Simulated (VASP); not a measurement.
Runs of VASP 6.6.1 on Fe. The structure is cubic, space group Im-3m (No. 229). The conventional cell has a = 2.886 Å, b = 2.886 Å, c = 2.886 Å, α = 90.00°, β = 90.00°, γ = 90.00°. Fe (site symmetry m-3m) is surrounded by 8 Fe at 2.50 Å. 

```tsv
task	level	cell	cutoff (eV)	smearing	gap on the mesh (eV)	pressure (GPa)	moment (μB)	relaxed volume (Å³/atom)
single point	r2SCAN	as given	520	fermi-dirac 0.05 eV	none	-4.3	2.65	-
relaxation of cell and atoms	r2SCAN	relaxed	600	methfessel-paxton 0.1 eV	none	0.0	2.65	11.74
relaxation of cell and atoms	rSCAN	relaxed	600	methfessel-paxton 0.1 eV	none	0.0	2.65	(a)
relaxation of cell and atoms	r2SCAN+rVV10	relaxed	600	methfessel-paxton 0.1 eV	none	-0.1	2.65	11.66
```

Alike in all rows: potentials or basis VASP PAW PBE potentials, release 64 (Fe); spin collinear, ferromagnetic start; k mesh 13 × 13 × 13.

Q: Fill in the values left out.

A: (a) 11.70.

Caveats: the PAW data sets were made with another functional, which shifts forces and pressure a little.

A gap of «none» marks a metal or a gap under the smearing width.
